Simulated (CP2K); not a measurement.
The system is ZnS.

```
Zn S
1.0
     3.82121    0.00000    0.00000
     1.91060    3.30926    0.00000
     1.91060    1.10309    3.12000
Zn S
1 1
Direct
  0.75000 0.75000 0.75000
  0.00000 0.00000 0.00000
```

```yaml
Program: CP2K 2026.2
Task: single point
Functional: PBE
Potentials_or_basis: POTENTIAL_UZH Zn GTH-PBE-q12, S GTH-PBE-q6; TZVP-MOLOPT-PBE-GTH basis
Density_cutoff: 6123 eV
k_mesh: 9 × 9 × 9
Occupations: fermi-dirac, width 0.05 eV
Spin: no spin polarisation
```

On this cell: pressure 2.0 GPa; largest force zero by symmetry; band gap on the k mesh 2.07 eV, direct.

The same run follows on a disturbed copy (atoms moved at random, drawn with an rms of 0.05 Å):

```xyz
2
Lattice="3.8212 0.0000 0.0000 1.9106 3.3093 0.0000 1.9106 1.1031 3.1200" Properties=species:S:1:pos:R:3 pbc="T T T"
Zn    5.6763    3.2861    2.3331
S    -0.0345    0.0262   -0.0370
```

Question: What does the disturbed cell give?

Answer: The energy moves by +5.0 meV/atom; pressure 2.2 GPa; largest force 0.407 eV/Å; band gap on the k mesh 2.03 eV, direct.

Forces on the atoms (eV/Å):
```
Zn   0.133  0.285 -0.219
S   -0.114 -0.341  0.190
```

Stress tensor (GPa, compression positive):
```
 1.49 -0.41 -0.24
-0.41  3.75 -0.77
-0.24 -0.77  1.29
```

The forces don't sum to zero, so they hold noise of the program's grid.

Caveats: the basis of atomic orbitals isn't converged, which shifts pressures, moduli and gaps.

